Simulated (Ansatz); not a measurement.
# Ru(0001) with 2 layers of random Ru-Pd, 2x2: scattering by chemical disorder, part 2 of 2

Aim: the residual resistivity of a random alloy, from Ru(0001) with 2 layers of random Ru-Pd, 2x2 and longer regions.

Ansatz 0.2.0; Ansatz plane-wave DFT, PBE, PAW files; ballistic transport by layer matching (Landauer), zero bias; PAW set soft_1.

So far. Step 3 (With 6 alloy layers): Over the solved energies the transmission per spin lies between 1.77 and 1.86, out of 5.44 channels of the lead on average (up to 5.88).

**4. With 10 alloy layers**

In 10 layers a share of 0.75 of the sites is given to Pd at random. A fresh draw is used; the growth of the resistance with length is what counts.

System of this step: Ru(0001) with 10 layers of random Ru-Pd, 2x2. The cell holds 80 atoms: 50 Ru and 30 Pd. Cell: a = 5.412 Å, b = 5.412 Å, c = 42.819 Å, α = 90.0°, β = 90.0°, γ = 120.0°. It derives from Ru. Regions: lead, 40 atoms (40 Ru); scattering region, 40 atoms (30 Pd and 10 Ru). The structure is stacked along c, and the current runs across the ab planes.

Contents of input.yaml:

```yaml
crystal:
  lattice:
    - [5.4116, 0.0, 0.0]
    - [-2.7058, 4.6865830751, 0.0]
    - [0.0, 0.0, 42.819]
  atoms:
    - { symbol: Ru, position: [0.1666666667, 0.3333333333, 0.025] }
    - { symbol: Ru, position: [0.1666666667, 0.8333333333, 0.025] }
    - { symbol: Ru, position: [0.6666666667, 0.3333333333, 0.025] }
    - { symbol: Ru, position: [0.6666666667, 0.8333333333, 0.025] }
    - { symbol: Ru, position: [0.3333333333, 0.1666666667, 0.075] }
    - { symbol: Ru, position: [0.3333333333, 0.6666666667, 0.075] }
    - { symbol: Ru, position: [0.8333333333, 0.1666666667, 0.075] }
    - { symbol: Ru, position: [0.8333333333, 0.6666666667, 0.075] }
    - { symbol: Ru, position: [0.1666666667, 0.3333333333, 0.125] }
    - { symbol: Ru, position: [0.1666666667, 0.8333333333, 0.125] }
    - { symbol: Ru, position: [0.6666666667, 0.3333333333, 0.125] }
    - { symbol: Ru, position: [0.6666666667, 0.8333333333, 0.125] }
    - { symbol: Ru, position: [0.3333333333, 0.1666666667, 0.175] }
    - { symbol: Ru, position: [0.3333333333, 0.6666666667, 0.175] }
    - { symbol: Ru, position: [0.8333333333, 0.1666666667, 0.175] }
    - { symbol: Ru, position: [0.8333333333, 0.6666666667, 0.175] }
    - { symbol: Ru, position: [0.1666666667, 0.3333333333, 0.225] }
    - { symbol: Ru, position: [0.1666666667, 0.8333333333, 0.225] }
    - { symbol: Ru, position: [0.6666666667, 0.3333333333, 0.225] }
    - { symbol: Ru, position: [0.6666666667, 0.8333333333, 0.225] }
    - { symbol: Pd, position: [0.3333333333, 0.1666666667, 0.275] }
    - { symbol: Pd, position: [0.3333333333, 0.6666666667, 0.275] }
    - { symbol: Pd, position: [0.8333333333, 0.1666666667, 0.275] }
    - { symbol: Pd, position: [0.8333333333, 0.6666666667, 0.275] }
    - { symbol: Pd, position: [0.1666666667, 0.3333333333, 0.325] }
    - { symbol: Pd, position: [0.1666666667, 0.8333333333, 0.325] }
    - { symbol: Pd, position: [0.6666666667, 0.3333333333, 0.325] }
    - { symbol: Ru, position: [0.6666666667, 0.8333333333, 0.325] }
    - { symbol: Pd, position: [0.3333333333, 0.1666666667, 0.375] }
    - { symbol: Ru, position: [0.3333333333, 0.6666666667, 0.375] }
    - { symbol: Pd, position: [0.8333333333, 0.1666666667, 0.375] }
    - { symbol: Pd, position: [0.8333333333, 0.6666666667, 0.375] }
    - { symbol: Pd, position: [0.1666666667, 0.3333333333, 0.425] }
    - { symbol: Pd, position: [0.1666666667, 0.8333333333, 0.425] }
    - { symbol: Pd, position: [0.6666666667, 0.3333333333, 0.425] }
    - { symbol: Pd, position: [0.6666666667, 0.8333333333, 0.425] }
    - { symbol: Pd, position: [0.3333333333, 0.1666666667, 0.475] }
    - { symbol: Pd, position: [0.3333333333, 0.6666666667, 0.475] }
    - { symbol: Ru, position: [0.8333333333, 0.1666666667, 0.475] }
    - { symbol: Pd, position: [0.8333333333, 0.6666666667, 0.475] }
    - { symbol: Pd, position: [0.1666666667, 0.3333333333, 0.525] }
    - { symbol: Pd, position: [0.1666666667, 0.8333333333, 0.525] }
    - { symbol: Pd, position: [0.6666666667, 0.3333333333, 0.525] }
    - { symbol: Ru, position: [0.6666666667, 0.8333333333, 0.525] }
    - { symbol: Ru, position: [0.3333333333, 0.1666666667, 0.575] }
    - { symbol: Ru, position: [0.3333333333, 0.6666666667, 0.575] }
    - { symbol: Pd, position: [0.8333333333, 0.1666666667, 0.575] }
    - { symbol: Pd, position: [0.8333333333, 0.6666666667, 0.575] }
    - { symbol: Ru, position: [0.1666666667, 0.3333333333, 0.625] }
    - { symbol: Pd, position: [0.1666666667, 0.8333333333, 0.625] }
    - { symbol: Pd, position: [0.6666666667, 0.3333333333, 0.625] }
    - { symbol: Pd, position: [0.6666666667, 0.8333333333, 0.625] }
    - { symbol: Pd, position: [0.3333333333, 0.1666666667, 0.675] }
    - { symbol: Pd, position: [0.3333333333, 0.6666666667, 0.675] }
    - { symbol: Pd, position: [0.8333333333, 0.1666666667, 0.675] }
    - { symbol: Pd, position: [0.8333333333, 0.6666666667, 0.675] }
    - { symbol: Ru, position: [0.1666666667, 0.3333333333, 0.725] }
    - { symbol: Ru, position: [0.1666666667, 0.8333333333, 0.725] }
    - { symbol: Ru, position: [0.6666666667, 0.3333333333, 0.725] }
    - { symbol: Pd, position: [0.6666666667, 0.8333333333, 0.725] }
    - { symbol: Ru, position: [0.3333333333, 0.1666666667, 0.775] }
    - { symbol: Ru, position: [0.3333333333, 0.6666666667, 0.775] }
    - { symbol: Ru, position: [0.8333333333, 0.1666666667, 0.775] }
    - { symbol: Ru, position: [0.8333333333, 0.6666666667, 0.775] }
    - { symbol: Ru, position: [0.1666666667, 0.3333333333, 0.825] }
    - { symbol: Ru, position: [0.1666666667, 0.8333333333, 0.825] }
    - { symbol: Ru, position: [0.6666666667, 0.3333333333, 0.825] }
    - { symbol: Ru, position: [0.6666666667, 0.8333333333, 0.825] }
    - { symbol: Ru, position: [0.3333333333, 0.1666666667, 0.875] }
    - { symbol: Ru, position: [0.3333333333, 0.6666666667, 0.875] }
    - { symbol: Ru, position: [0.8333333333, 0.1666666667, 0.875] }
    - { symbol: Ru, position: [0.8333333333, 0.6666666667, 0.875] }
    - { symbol: Ru, position: [0.1666666667, 0.3333333333, 0.925] }
    - { symbol: Ru, position: [0.1666666667, 0.8333333333, 0.925] }
    - { symbol: Ru, position: [0.6666666667, 0.3333333333, 0.925] }
    - { symbol: Ru, position: [0.6666666667, 0.8333333333, 0.925] }
    - { symbol: Ru, position: [0.3333333333, 0.1666666667, 0.975] }
    - { symbol: Ru, position: [0.3333333333, 0.6666666667, 0.975] }
    - { symbol: Ru, position: [0.8333333333, 0.1666666667, 0.975] }
    - { symbol: Ru, position: [0.8333333333, 0.6666666667, 0.975] }
kpoints:
  mp_grid: { grid: [5, 5, 1] }
hamiltonian:
  xc: pbe
  pseudopotentials: { kind: paw, azcp: { folder: soft_1 } }
scf:
  occupations: { method: fermi_dirac, width: 0.1 }
output:
  transmission:
    leads: [[0, 8]]
    kmesh: [10, 10]
    e_range: [-0.05, 0.05]
    de: 0.05
  write_potential: true
  write_density: true
  volumetric_format: npy
```

Started as:

```console
> ansatz run input.yaml --threads 4 --pin off --max-ram 15360MiB --backend cpu --events-out ev --progress --plain --runs-dir out
```

Numbers of over 12 decimals in the logs are rounded to 6 here.

The log of the run:

```text
[...]
Crystal: 80 atoms, lattice volume = 1085.972 Å³
Basis set: ecut = 420 eV, 21185 PW (Γ)
Bands: 804, of which v1, the nominal top of the filled ones, is band 670 counted from 1 (669 counted from 0)
Symmetry: 1 space group operations
[...]
k-points: 13 of 25 (time reversal used)
[...]
SCF iter   1: F=—  HF=-503329.432787 eV  |F-HF|=—  |Δ(HF+E_count)|=         —  Δρ=3.37e-1  dr2=8.50e4  ethr=3.10e-3  ⟨swp⟩=5.0  Hψ=39660  notcnv=0  defer=248
[...]
SCF iter  14: F=-503114.864326 eV  HF=-503114.864326 eV  |F-HF|=6.64e-9  |Δ(HF+E_count)|=  5.82e-10  Δρ=1.73e-7  dr2=6.61e-9  ethr=7.46e-12  ⟨swp⟩=7.8  Hψ=21320  notcnv=0
SCF 1 converged in 14 iterations: F = -503114.864326 eV  dr2 = 6.61e-9
[...]
transmission: 412 of 4108 steps passed
transmission: 822 of 4108 steps passed
[...]
transmission: 4108 of 4108 steps passed
SCF converged after 14 iterations
Free energy (F): -503114.864326 eV
[...]
Internal energy: -503111.820808 eV  (E = F + TS)
E sigma→0 (E₀):  -503113.342567 eV
Entropy (-TS):   -3.043517 eV (-38.044 meV/atom)
Fermi energy:    22.944926 eV
[...]
--- Band table (eV; the first three rows and the last of 13) ---
  k-point 0: bands = [... 666 lower, 23.4615, 23.5014, 23.5161, 23.5443, 23.5865, 23.6068, 23.6075, 23.6264, ... 130 higher]
  k-point 1: bands = [... 666 lower, 23.1585, 23.1693, 23.1917, 23.2072, 23.2186, 23.2341, 23.2538, 23.2873, ... 130 higher]
  k-point 2: bands = [... 666 lower, 22.7292, 22.7410, 22.7697, 22.7859, 22.8044, 22.8377, 22.8643, 22.8851, ... 130 higher]
  k-point 12: bands = [... 666 lower, 22.8047, 22.8272, 22.8609, 22.8947, 22.9161, 22.9267, 22.9508, 22.9881, ... 130 higher]
--- Transmission ---
  basis      : 223 plane waves across, 79 finite elements along
  points     : 52, standing for a mesh of 10 x 10
[...]
channels       : 5.280000e0 a spin
[...]
junction   : crystal 0 to crystal 0, 0.70 to 39.24 Å
    transmission   : 1.342657e0 a spin
[...]
```

The job ended after 15 min (4 threads of Intel Xeon Platinum 8488C (Sapphire Rapids), shared host; peak memory 9 GiB; 58 min of CPU time).

This step gave:

```
free energy                                   : -503114.8643 eV
energy at zero smearing                       : -503113.3426 eV
Fermi energy                                  : 22.94 eV
transmission per spin nearest the Fermi level : 1.343
step of the lead's potential                  : 20.4 meV
```

Per spin. Transmission, zone mean against energy, zero at the Fermi level:

```tsv
energy (eV)	transmission, zone mean
-0.0500	1.43
0.0000	1.34
0.0500	1.38
```

Over the solved energies the transmission per spin lies between 1.34 and 1.43, out of 5.44 channels of the lead on average (up to 5.88).

**5. Resistance against length**

This step: Ansatz plane-wave DFT, PBE, PAW files; ballistic transport by layer matching (Landauer), zero bias; residual resistivity from the slope of the area resistance, atoms on the host's lattice; PAW set soft_1 (Ansatz 0.2.0).

Numbers from this step:

```yaml
resistivity: 69.86 µΩ cm
intercept: 0.2871 fΩ m²
scatter_about_the_fit: 0.02284 fΩ m²
```

Resistance, by row:

```tsv
run	length (Å)	T	channels N	RA (fΩ m²)
n2	4.282	2.786	5.413	0.5701
n6	12.85	1.8	5.44	1.217
n10	21.41	1.382	5.44	1.767
```

Table of area resistance by length of the alloy:

```tsv
length of the alloy (Å)	area resistance (fΩ m²)
4.28	0.570
12.85	1.22
21.41	1.77
```

The area resistance goes from 0.57 to 1.8 fΩ m² between 4.3 and 21.4 Å, a slope of 70 µΩ cm.

By hand from the end points: (1.767 − 0.5701) fΩ m² / (21.41 − 4.28) Å = 70 µΩ cm, since 1 fΩ m² per Å is 1000 µΩ cm.

**6. What came out**

* resistivity from the slope: 69.9 µΩ cm
* area resistance over 4.28 Å: 0.570 fΩ m²
* area resistance over 12.8 Å: 1.22 fΩ m²
* area resistance over 21.4 Å: 1.77 fΩ m²

The slope gives 70 µΩ cm. The points scatter by 0.023 fΩ m² about the line, with one random draw a length in a 2x2 cell, so the slope is a rough value. Read with a model of isotropic scattering on a spherical Fermi surface and the lead's 1.7×10¹⁵ S/m², this slope means a mean free path near 6.5 Å (a rough figure, since the alloy's own channel count differs); over these lengths the model's slope is within 3 % of its bulk resistivity. The atoms sit on the host's lattice, so scattering by size misfit is left out. With 75 % of Pd, whose own structure is another, this is a hypothetical phase. A lead's potential steps by up to 32 meV from period to period, which the log calls too much, so longer leads could move the result.

[Logs are printed without paths, hosts, clocks, repeated set-up lines and the standing remarks that a program may print on its own settings, such as how far it seeks lower states.]

[Hosts, paths, dates, database ids (printed as entryN), source tags and the programs' standing remarks are cut or masked in the printed files.]
